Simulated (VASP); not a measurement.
# Sn in VASP: single point with RPBE

Aim: the single point of Sn with RPBE.

All numbers are computed with VASP 6.6.1; they aren't measurements. Logs are shortened: lines on timing, memory, paths and dates and some standing lists are left out, and cuts for length are marked.

**1. The structure**

The cell holds a molecule_in_box, 1 atom: a = 14.000 Å, b = 14.500 Å, c = 15.000 Å, α = 90.00°, β = 90.00°, γ = 90.00°.

**2. Single point, RPBE, collinear spin, ferromagnetic start**

INCAR

```
SYSTEM = Sn
PREC = Accurate
ENCUT = 450
EDIFF = 1E-6
ISMEAR = 0
SIGMA = 0.005
LREAL = .False.
LASPH = .True.
NELM = 200
ALGO = Normal
ISIF = 2
LWAVE = .False.
LCHARG = .False.
ISPIN = 2
MAGMOM = 2
LORBIT = 11
GGA = RP
AMIX = 0.2
BMIX = 1E-4
AMIX_MAG = 0.8
BMIX_MAG = 1E-4
ISYM = 0
```

KPOINTS

```
regular mesh
0
Gamma
  1 1 1
  0 0 0
```

POSCAR

```
Sn
1.0
   14.0000000000      0.0000000000      0.0000000000
    0.0000000000     14.5000000000      0.0000000000
    0.0000000000      0.0000000000     15.0000000000
Sn
1
Direct
    0.5000000000      0.5000000000      0.5000000000
```

Potentials or basis: VASP PAW PBE potentials, release 64 (Sn_d).

Launch:

```sh
$ cat potpaw_PBE.64/Sn_d/POTCAR > POTCAR
$ mpirun -np 2 vasp_gam > vasp.out
```

OUTCAR:

```text
SYSTEM = Sn
   PREC = Accurate
   ENCUT = 450
   EDIFF = 1E-6
   ISMEAR = 0
   LREAL = .False.
   LASPH = .True.
   NELM = 200
   ISIF = 2
   ISPIN = 2
   LORBIT = 11
   GGA = RP
   AMIX = 0.2
   AMIX_MAG = 0.8
   ISYM = 0

 ion  position               nearest neighbor table
   1  0.500  0.500  0.500-

IMPORTANT INFORMATION: All symmetrisations will be switched off!
NOSYMM: (Re-)initialisation of all symmetry stuff for point group C_1.

----------------------------------------------------------------------------------------

                                     Primitive cell

  volume of cell :    3045.0000

  direct lattice vectors                    reciprocal lattice vectors
    14.000000000  0.000000000  0.000000000     0.071428571  0.000000000  0.000000000
     0.000000000 14.500000000  0.000000000     0.000000000  0.068965517  0.000000000
     0.000000000  0.000000000 15.000000000     0.000000000  0.000000000  0.066666667

  length of vectors
    14.000000000 14.500000000 15.000000000     0.071428571  0.068965517  0.066666667

  position of ions in fractional coordinates (direct lattice)
     0.500000000  0.500000000  0.500000000

  ion indices of the primitive-cell ions
   primitive index   ion index
                 1           1

----------------------------------------------------------------------------------------

 KPOINTS: regular mesh

Automatic generation of k-mesh.
 Grid dimensions read from file:
 generate k-points for:    1    1    1

 Generating k-lattice:

  Cartesian coordinates                     Fractional coordinates (reciprocal lattice)
     0.071428571  0.000000000  0.000000000     1.000000000  0.000000000  0.000000000
     0.000000000  0.068965517  0.000000000     0.000000000  1.000000000  0.000000000
     0.000000000  0.000000000  0.066666667     0.000000000  0.000000000  1.000000000

  Length of vectors
     0.071428571  0.068965517  0.066666667

  Shift w.r.t. Gamma in fractional coordinates (k-lattice)
     0.000000000  0.000000000  0.000000000

 Subroutine IBZKPT returns following result:
 ===========================================

 Found      1 irreducible k-points:

 Following reciprocal coordinates:
            Coordinates               Weight
  0.000000  0.000000  0.000000      1.000000
   k-points           NKPTS =      1   k-points in BZ     NKDIM =      1   number of bands    NBANDS=     12
   number of dos      NEDOS =    301   number of ions     NIONS =      1
   total plane-waves  NPLWV = ******
   dimension x,y,z NGX =    98 NGY =  100 NGZ =  108
   dimension x,y,z NGXF=   196 NGYF=  200 NGZF=  216
   ions per type =               1
   NGX,Y,Z   is equivalent  to a cutoff of  11.64, 11.47, 11.97 a.u.
   NGXF,Y,Z  is equivalent  to a cutoff of  23.27, 22.93, 23.94 a.u.
 SYSTEM =  Sn
   PREC   = accura    normal or accurate (medium, high low for compatibility)
   ISTART =      0    job   : 0-new  1-cont  2-samecut
   ICHARG =      2    charge: 1-file 2-atom 10-const
   ISPIN  =      2    spin polarized calculation?
   LNONCOLLINEAR =      F non collinear calculations
   LSORBIT =      F    spin-orbit coupling
   LASPH  =      T    aspherical Exc in radial PAW
   ENCUT  =  450.0 eV  33.07 Ry    5.75 a.u.  24.22 25.08 25.95*2*pi/ulx,y,z
   NELM   =    200;   NELMIN=  2; NELMDL= -5     # of ELM steps
   EDIFF  = 0.1E-05   stopping-criterion for ELM
   LREAL  =      F    real-space projection
   EDIFFG = 0.1E-04   stopping-criterion for IOM
   NSW    =      0    number of steps for IOM
   IBRION =     -1    ionic relax: 0-MD 1-quasi-New 2-CG
   NFREE  =      0    steps in history (QN), initial steepest desc. (CG)
   ISIF   =      2    stress and relaxation
   ISYM   =      0    0-nonsym 1-usesym 2-fastsym
   POTIM  = 0.5000    time-step for ionic-motion
   TEBEG  =    0.0;   TEEND  =   0.0 temperature during run
   PSTRESS=    0.0 pullay stress
   NELECT =      14.0000    total number of electrons
   NUPDOWN=      -1.0000    fix difference up-down
   EMIN   =  10.00;   EMAX   =-10.00  energy-range for DOS
   EFERMI =   0.00;   METHOD = LEGACY
   ISMEAR =     0;   SIGMA  =   0.01  broadening in eV -4-tet -1-fermi 0-gaus
   EFERMI_NEDOS =   21; number of points for ismear=-14 and -15
   IALGO  =     38    algorithm
   IMIX   =      4    mixing-type and parameters
     AMIX     =   0.20;   BMIX     =  0.00
     AMIX_MAG =   0.80;   BMIX_MAG =  0.00
  volume/ion in A,a.u.               =    3045.00     20548.67
  Fermi-wavevector in a.u.,A,eV,Ry     =   0.272221  0.514423  1.008250  0.074104
  Thomas-Fermi vector in A             =   1.112538
   LORBIT       =     11    0 simple, 1 ext, 2 COOP (PROOUT), +10 PAW based schemes
   GGA     = RP    functional components
   LHFCALC =     F    Hartree Fock is set to
   AEXX    =    0.0000 exact exchange contribution
   IVDW    =     0    specifies the selected vdW correction
   LEPSILON=     F    determine dielectric tensor
   LRPA    =     F    only Hartree local field effects (RPA)
 spin polarized calculation
 Gauss-broadening in eV      SIGMA  =   0.01
  energy-cutoff  :      450.00
  volume of cell :     3045.00
 maximum number of plane-waves:     33027
 NGX is ok and might be reduce to    98
   NGX = 49   NGY = 51   NGZ = 51

 number of electron      14.0000000 magnetization       2.0000000

 Free energy of the ion-electron system (eV)
  ---------------------------------------------------
  ext. energy  EPLUGINS =         0.00000000
  ---------------------------------------------------
  free energy    TOTEN  =        -0.70674325 eV

  energy without entropy =       -0.70288891  energy(sigma->0) =       -0.70481608

 E-fermi :  -4.0097     XC(G=0):  -0.3764

 val. band max:       -4.0110231304   @ k =   0.0000   0.0000   0.0000
 cond. band min:      -2.6654825502   @ k =   0.0000   0.0000   0.0000
 fundamental gap:      1.3455405802
 Fermi energy:        -4.0096670741

 spin component 1

 k-point     1 :       0.0000    0.0000    0.0000
  band No.  band energies     occupation
      1     -25.6141      1.00000
      2     -25.6138      1.00000
      3     -25.6132      1.00000
      4     -25.6116      1.00000
      5     -25.6115      1.00000
      6     -10.7964      1.00000
      7      -4.0113      0.67704
      8      -4.0113      0.67362
      9      -4.0110      0.64934
     10      -0.5877      0.00000
     11       0.3202      0.00000
     12       0.3565      0.00000
 Fermi energy:        -4.0096670741

 spin component 2

 k-point     1 :       0.0000    0.0000    0.0000
  band No.  band energies     occupation
      1     -25.4633      1.00000
      2     -25.4628      1.00000
      3     -25.4621      1.00000
      4     -25.4600      1.00000
      5     -25.4600      1.00000
      6      -9.4955      1.00000
      7      -2.6655      0.00000
      8      -2.6609      0.00000
      9      -2.6594      0.00000
     10      -0.0121      0.00000
     11       0.6419      0.00000
     12       0.7510      0.00000

------------------------ aborting loop because EDIFF is reached ----------------------------------------

  FORCE on cell =-STRESS in cart. coord.  units (eV):
  Direction    XX          YY          ZZ          XY          YZ          ZX
  --------------------------------------------------------------------------------------
  -------------------------------------------------------------------------------------
  Total       -0.0271647      0.0673910     -0.0390904     -0.0045680      0.0331928      0.0066624
  in kB       -0.0142932      0.0354589     -0.0205681     -0.0024035      0.0174650      0.0035055
  external PRESSURE =       0.0001992 kB  Pullay stress =       0.0000000 kB

 VOLUME and BASIS-vectors are now :
 -----------------------------------------------------------------------------
  energy-cutoff  :      450.00
  volume of cell :     3045.00
      direct lattice vectors                 reciprocal lattice vectors
    14.000000000  0.000000000  0.000000000     0.071428571  0.000000000  0.000000000
     0.000000000 14.500000000  0.000000000     0.000000000  0.068965517  0.000000000
     0.000000000  0.000000000 15.000000000     0.000000000  0.000000000  0.066666667

 POSITION                                       TOTAL-FORCE (eV/Angst)
 -----------------------------------------------------------------------------------
      7.00000      7.25000      7.50000         0.000001     -0.000001     -0.000002
 -----------------------------------------------------------------------------------
    total drift:                                0.000001     -0.000001     -0.000002

  FREE ENERGIE OF THE ION-ELECTRON SYSTEM (eV)
  ---------------------------------------------------
  free  energy   TOTEN  =        -0.7067432547 eV

  energy  without entropy=       -0.7028889066  energy(sigma->0) =       -0.70481608

 total charge

# of ion       s       p       d       tot
------------------------------------------
    1        1.343   0.764   9.918  12.025

 magnetization (x)

# of ion       s       p       d       tot
------------------------------------------
    1       -0.003   0.764  -0.002   0.759
```

OSZICAR:

```text
N       E                     dE             d eps       ncg     rms          rms(c)
DAV:   1     0.550044216274E+02    0.55004E+02   -0.42704E+03    80   0.521E+02
DAV:   2     0.333331852009E+01   -0.51671E+02   -0.51308E+02    88   0.188E+02
[... 14 lines left out ...]
DAV:  17    -0.706759094409E+00    0.86635E-04   -0.10076E-04    64   0.113E-01    0.147E-01
DAV:  18    -0.706752174262E+00    0.69201E-05   -0.25242E-04    60   0.561E-02    0.137E-01
DAV:  19    -0.706741385273E+00    0.10789E-04   -0.22960E-05    64   0.331E-02    0.456E-02
DAV:  20    -0.706744342989E+00   -0.29577E-05   -0.60519E-06    56   0.147E-02    0.534E-02
DAV:  21    -0.706742986607E+00    0.13564E-05   -0.34515E-06    56   0.812E-03    0.366E-02
DAV:  22    -0.706743254701E+00   -0.26809E-06   -0.17203E-06    52   0.698E-03
   1 F= -.70674325E+00 E0= -.70481608E+00  d E =-.385435E-02  mag=     2.0000
```

stdout:

```text
POSCAR found type information on POSCAR Sn
 POSCAR found :  1 types and       1 ions
 scaLAPACK will be used
 -----------------------------------------------------------------------------
|                                                                             |
|                                                                             |
|     You enforced a specific xc type in the INCAR file but a different       |
|     I HOPE YOU KNOW WHAT YOU ARE DOING!                                     |
|                                                                             |
 -----------------------------------------------------------------------------

 LDA part: xc-table for (Slater+PW92), standard interpolation
 POSCAR, INCAR and KPOINTS ok, starting setup
 FFT: planning ... GRIDC
 FFT: planning ... GRID_SOFT
 FFT: planning ... GRID
 WAVECAR not read
 entering main loop
```

Wall time 4.7 min (2 MPI ranks of Intel Xeon Platinum 8488C (Sapphire Rapids), shared host); peak memory 1.3 GiB.

Results:

```
Free energy                                           : -0.7067 eV
Gap between the frontier levels                       : 1.35 eV
Net moment                                            : 2.00 μB per cell
Site moments                                          : Sn +0.76 μB
Valence electrons inside the program's atomic spheres : Sn 12.03
```

Levels at points of the mesh, in eV from the valence-band top:
Spin up:
```tsv
k point	band 6	band 7	band 8	band 9	band 10	band 11	band 12
(0.00, 0.00, 0.00)	-6.79	0.00	0.00	0.00	3.42	4.33	4.37
```
Spin down:
```tsv
k point	band 2	band 3	band 4	band 5	band 6	band 7	band 8	band 9	band 10	band 11
(0.00, 0.00, 0.00)	-21.45	-21.45	-21.45	-21.45	-5.48	1.35	1.35	1.35	4.00	4.65
```

Caveat: the PAW data sets were made with another functional, which shifts forces and pressure a little; spin-orbit coupling is left out, which moves the levels of the heavy elements.
